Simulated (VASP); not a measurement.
**Nb: single point with PBE**

The system is Nb.

```xyz
1
Lattice="0.0000 2.1102 2.1102 2.1102 0.0000 2.1102 2.1102 2.1102 0.0000" Properties=species:S:1:pos:R:3 pbc="T T T"
Nb    0.0000    0.0000    0.0000
```

This isn't the form of Nb at room conditions, which is bcc.

- Program: VASP 6.6.1
- Task: single point
- Functional: PBE
- Potentials or basis: VASP PAW PBE potentials, release 64 (Nb_sv)
- Cutoff: 520 eV
- k mesh: 21 × 21 × 21
- Occupations: fermi-dirac, width 0.05 eV
- Spin: collinear spin, typed start
- Starting moments: [1.0] μB

```
Pressure                                              : -0.5 GPa
Band gap on the k mesh                                : none (metal or under the smearing width)
Net moment                                            : 0.00 μB per cell
Valence electrons inside the program's atomic spheres : Nb 10.64
```

Levels at points of the mesh, in eV from the Fermi level:
Spin up:
```
           k point  band 4  band 5  band 6  band 7  band 8  band 9
(0.00, 0.00, 0.00)  -30.19   -6.23    0.10    0.10    0.10    2.69
```
Spin down:
```csv
k point,band 4,band 5,band 6,band 7,band 8,band 9
"(0.00, 0.00, 0.00)",-30.19,-6.23,0.10,0.10,0.10,2.69
```

Wall time 61 s on 1 thread of Intel(R) Xeon(R) 6975P-C (Granite Rapids), on a shared host, peak memory 0.24 GiB.
